In a transistor, hafnium dioxide can serve as the insulator between gate and channel. What counts there is its static permittivity, which measures how far electrons and ions shift in a steady electric field. The ionic part comes from the vibrations of the lattice, listed here for a perfect tetragonal crystal as density-functional perturbation theory with PBEsol gives them. The phonon degeneracy is the number of independent vibrations that share one frequency, and the phonon infrared intensity says how strongly they couple to an electric field.

Zone-centre optical phonons of relaxed tetragonal HfO2 (P4_2/nmc, 6 atoms in the cell, a = 3.567, c = 5.166 Å), without the longitudinal term; intensities are summed over each degenerate level. Ansatz 0.2.0, density-functional perturbation theory with PBEsol, plane-wave PAW, cutoff 420 eV, k mesh 6×6×4, fixed occupations.

| row | phonon frequency (cm⁻¹) | phonon degeneracy | phonon infrared intensity ((debye/Å)²/amu) |
| --- | --- | --- | --- |
| 1 | 78.0 | 2 | 38.7 |
| 2 | 99.3 | 2 | 0 |
| 3 | 222.8 | 1 | 0 |
| 4 | 297.5 | 1 | 0 |
| 5 | 314.7 | 1 | 40 |
| 6 | 440.4 | 2 | 0 |
| 7 | 457.1 | 2 | 71.1 |
| 8 | 590.0 | 1 | 0 |
| 9 | 650.2 | 1 | 0 |
| 10 | 662.6 | 2 | 0 |

*Why do only three of the ten levels absorb infrared light?* A vibration absorbs if it changes the dipole moment of the cell. This crystal has centres of inversion, and in an even vibration the atoms on opposite sides of such a centre move in opposite directions, so that their dipoles cancel. Six of the dark levels are of this kind. The seventh is odd, but in it half of the oxygen atoms move up the c axis while the other half move down, and again no dipole remains. These zeros are therefore exact results of symmetry and would survive any change of functional.

*Which atoms move in the three bright levels?* Along c, symmetry allows two polar patterns: all Hf atoms shift together, or all O atoms do. One combination of the two merely translates the crystal, which leaves a single vibration, row 5, with all Hf moving against all O. Because the centre of mass stays at rest, each light oxygen atom moves about 5.6 times as far as each hafnium atom. For motion across c there are two kinds of oxygen, those whose short Hf–O bonds lean towards the direction of motion and those whose long bonds do. Three patterns less one translation leave two vibrations, rows 1 and 7, and each occurs twice because the two directions across c are equivalent.

*Is row 1 as strong an absorber as row 5?* Their intensities, 38.7 and 40, look alike, but the first is a sum over two vibrations at right angles. A field along one direction across c drives only one of them, with half the intensity. Direction by direction, row 1 is thus the weakest of the three bright vibrations, and row 7 has 1.8 times its intensity.

*Does the weakest absorber also add least to the static permittivity?* Two limits show what matters. In a field that alternates much faster than any lattice vibration, the ions cannot follow and only the electrons respond. In a steady field, each polar vibration behaves as a charge on a spring, and its displacement is the force divided by the spring constant. A very stiff spring then adds nothing, whereas a very soft one adds a great deal, however modest its charge.

To turn this into numbers, let a vibration have effective charge Z, mass M and angular frequency ω, so that its spring constant is Mω². A field E displaces it by ZE/(Mω²) and produces the dipole Z²E/(Mω²). The factor Z²/M is the infrared intensity of one component, S. Dividing the dipole by the cell volume V gives the contribution to the permittivity, Δε = 4πS/(Vω²) in Gaussian units. With S in the unit of the table, V in Å³ and the frequency ν in cm⁻¹, this becomes Δε = C·S/(V·ν²), where C is about 2.1 × 10⁶.

For row 1, S is half of 38.7, V is about 66 Å³ and ν is 78.0 cm⁻¹. The formula gives 2.1 × 10⁶ × 19.35/(66 × 78.0²), or about 100; with unrounded constants it is 103. Row 7 adds only 5.5, because its squared frequency is 34 times that of row 1, which far outweighs its greater intensity. The weakest absorber therefore supplies about 95 % of the ionic permittivity across c.

No constant was fitted, and the output printed after this text gives the contribution of every level. Summed over the vibrations, the formula yields 108.7 across c and 13.1 along it, in agreement with the permittivities that the same calculation reports directly. Since both routes use the same forces and charges, the agreement confirms the reasoning and the units, not the accuracy for a real crystal. The formula also assumes perfect springs, an assumption that is least safe for a soft vibration at room temperature.

*Why is the ionic permittivity eight times as large across c as along it?* The infrared intensity available to a field explains little, for it is only 1.4 times as large across c. The rest is a matter of frequency, as a thought experiment shows. If row 1 kept its intensity but lay at the frequency of row 5, it would add 6.3 instead of 103. Together with the 5.5 of row 7, that would make about 12, close to the value along c, and the large anisotropy would be gone.

*What makes row 1 so soft?* Theory offers a standard reason. When positive and negative ions move apart, the dipoles they create set up a field that pulls them further, against the short-range forces that push them back. The pull is strong where the effective charges are large, and in this calculation hafnium carries about 5.5 elementary charges for motion across c, well above its formal charge of 4. If the pull won, the spring constant would pass through zero and the crystal would distort into a polar form; row 1 is on the stable side of that limit.

The table advises some caution with this explanation. Row 1 has the smallest intensity per component of the three bright vibrations, so a strong pull alone can hardly single it out; its short-range resistance is probably weak as well. Row 2 lies at 99.3 cm⁻¹, almost as low as row 1, although it has no net dipole. Its atoms still carry dipoles that can pull on each other, even though they cancel in the sum, so dipole forces may play a part there too. But a low frequency alone is no proof that a crystal is close to turning polar. The weight of hafnium may slow row 2, but it can hardly explain row 1, where all Hf atoms move together, so that a centre of mass at rest leaves most of the motion to oxygen. A weak resistance to sideways motion may keep both levels low, but that is a guess which these numbers do not test.

*What would change if zirconium replaced hafnium?* Consider first the limit in which only the mass changes and every spring stays as it is. Vibrations in which the metal moves would then rise in frequency, while those of oxygen alone would stay put. The static permittivity would not change at all: a steady displacement depends on charge and spring constant, and the mass in the intensity cancels the mass in the squared frequency. As long as the springs are perfect, any difference in static permittivity between the two oxides in this structure must therefore come from their electronic response, bonds, effective charges and cell volumes, and it would probably show most in the softest polar vibration.

*Which digits can be trusted?* Suppose that row 1 lay 5 cm⁻¹ lower, a trial shift and not an estimate of the error. Its contribution would grow by 14 %, or about 15, which is more than row 5 adds in total. The same shift of row 5 would change its own contribution by only 3 %. Even this comparison flatters row 1, because an error in the forces changes the squared frequency rather than the frequency. The drop in squared frequency that lowers row 5 by 5 cm⁻¹ is about half of the whole squared frequency of row 1, and it would roughly double that level's contribution. Soft polar vibrations are known to respond strongly to the functional and to small changes of volume, and here PBEsol was used with atomic datasets made for PBE, with no reported test of the cutoff or the k mesh. The 103 is therefore best read as an order of magnitude: the contribution is large, but another functional or a slightly different volume could plausibly halve or double it.

The direction of the anisotropy is much safer than its size, since row 1 would have to rise to nearly the frequency of row 5 to remove it. For a gate insulator, the lesson is that a high permittivity rests on soft polar vibrations more than on strong infrared absorption. A higher permittivity allows a thicker film at the same capacitance, but soft polar vibrations can also scatter the electrons in a nearby channel. The value for this crystal should not be taken over for a film: the stable phase at ambient conditions is monoclinic, and a film of many grains averages over directions.

Output of the analysis:

```
Optical modes counted with degeneracy: 15
Infrared-active modes counted with degeneracy: 5
Levels without infrared intensity: 7
Smallest gap between neighbouring levels (1/cm): 12.4
Oxygen displacement per Hf displacement in row 5, from masses: 5.578
Response per direction:
  row  intensity per component  part of static permittivity
    1                    19.35                        103.2
    2                        0                            0
    3                        0                            0
    4                        0                            0
    5                       40                        13.11
    6                        0                            0
    7                    35.55                        5.521
    8                        0                            0
    9                        0                            0
   10                        0                            0
Intensity per component, row 7 over row 1: 1.837
Squared frequency, row 7 over row 1: 34.34
Ionic permittivity in the plane, summed from the modes: 108.7
Ionic permittivity in the plane, from the run's permittivities: 108.7
Ionic permittivity along c, summed from the modes: 13.11
Ionic permittivity along c, from the run's permittivities: 13.1
Share of row 1 in the ionic permittivity in the plane (%): 94.92
Ionic permittivity, plane over c axis: 8.296
Summed intensity per direction, plane over c axis: 1.373
Part of row 1 if it lay at the frequency of row 5: 6.34
Change of row 1's part if its frequency were 5/cm lower (%): 14.17
Change of row 5's part if its frequency were 5/cm lower (%): 3.255
```
